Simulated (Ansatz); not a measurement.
AgCl, DFT, PBEsol, all-electron LAPW, scalar-relativistic (Ansatz 0.2.0), run on 1 thread of Arm Neoverse V2 on a shared host.

The cell is the one relaxed in the Materials Project (mp-726265), not relaxed further here; entries there can be hypothetical. The listed cell was then made from it by scaling, straining or moving an atom.

Command: `ansatz run input.yaml --threads 1 --pin off --max-ram 3072MiB --backend cpu --events-out ev --progress --plain --runs-dir out`

```yaml
crystal:
  lattice:
    - [3.4051147197, 0.0, 0.0]
    - [0.0, 3.4051147197, 0.0]
    - [0.0, 0.0, 3.4051147197]
  atoms:
    - { symbol: Ag, position: [0.0, 0.0, 0.0] }
    - { symbol: Cl, position: [0.5, 0.5, 0.5] }
kpoints:
  mp_grid: { grid: [9, 9, 9] }
scf:
  occupations: { method: fermi_dirac, width: 0.01 }
hamiltonian:
  xc: pbesol
  pseudopotentials: { kind: all_electron, lapw: { basis_error: 0.001 } }
output:
  forces: true
  stress: true
  eigenvalues: true
```

(1) How large is the problem that the program sets up?

(2) About how long does it take, and how much memory does it use?

Results:

(1) 35 irreducible k-points, 251 plane waves at Γ, 21 bands.

(2) 5.3 s of wall time for 8 SCF iterations, with a peak of 0.27 GiB. Times on shared machines scatter by tens of per cent.
